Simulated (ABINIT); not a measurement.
Runs of ABINIT 10.8.3 (patched build) on Ta. Symmetry: Im-3m, No. 229, cubic system. The conventional cell has a = 3.303 Å, b = 3.303 Å, c = 3.303 Å, α = 90.00°, β = 90.00°, γ = 90.00°. Ta (site symmetry m-3m) is surrounded by 8 Ta at 2.86 Å. 

```tsv
task	level	potentials or basis	cell	cutoff (eV)	fine-grid cutoff	gap on the mesh (eV)	pressure (GPa)	V0 of scaled cells (Å³/atom)	B0 (GPa)
band structure	r2SCAN	JTH PAW PBE v2.0	as given	626	1224.51 eV	none	(b)	-	-
equation of state	PBEsol	PseudoDojo NC SR PBEsol v0.4.1 standard	as given	789	-	-	-	17.64	212
equation of state	PBE	PseudoDojo NC SR PBE v0.5 standard	as given	789	-	-	-	18.24	195
equation of state	PBE	SG15 NC PBE v1.2	as given	707	-	-	-	18.29	194
band structure	LDA	JTH PAW PBE v2.0	as given	626	1224.51 eV	none	-9.6	-	-
single point	PBEsol	PseudoDojo NC SR PBEsol v0.4.1 standard	cell strained at random at fixed volume	789	-	none	-3.8	-	-
band structure	PBEsol	JTH PAW PBE v2.0	as given	626	1224.51 eV	none	(a)	-	-
equation of state	PBE	PseudoDojo NC SR PBE v0.4.1 standard	as given	789	-	-	-	18.24	195
band structure	SCAN	JTH PAW PBE v2.0	as given	626	1224.51 eV	none	-5.3	-	-
equation of state	PBE	JTH PAW PBE v2.0	as given	517	1034.03 eV	-	-	(c)	195
band structure	revPBE	JTH PAW PBE v2.0	as given	626	1224.51 eV	none	4.6	-	-
single point	PBEsol	PseudoDojo NC SR PBEsol v0.4.1 standard	as given	789	-	none	(d)	-	-
```

Alike in all rows: no spin polarisation; k mesh 11 × 11 × 11; smearing fermi-dirac 0.05 eV.

Problem. Estimate the missing entries.

Solution. (a) -4.6; (b) 0.2; (c) 18.26; (d) -4.2.

Caveats: the PAW data sets were made with another functional, which shifts forces and pressure a little (some runs); spin-orbit coupling is left out, which moves the levels of the heavy elements (some runs); pressures at fixed basis lie under the slope of the energies (some runs).

A k mesh can miss the band edges, and the runs leave out spin-orbit coupling on Ta.

A gap of «none» marks a metal or a gap under the smearing width.
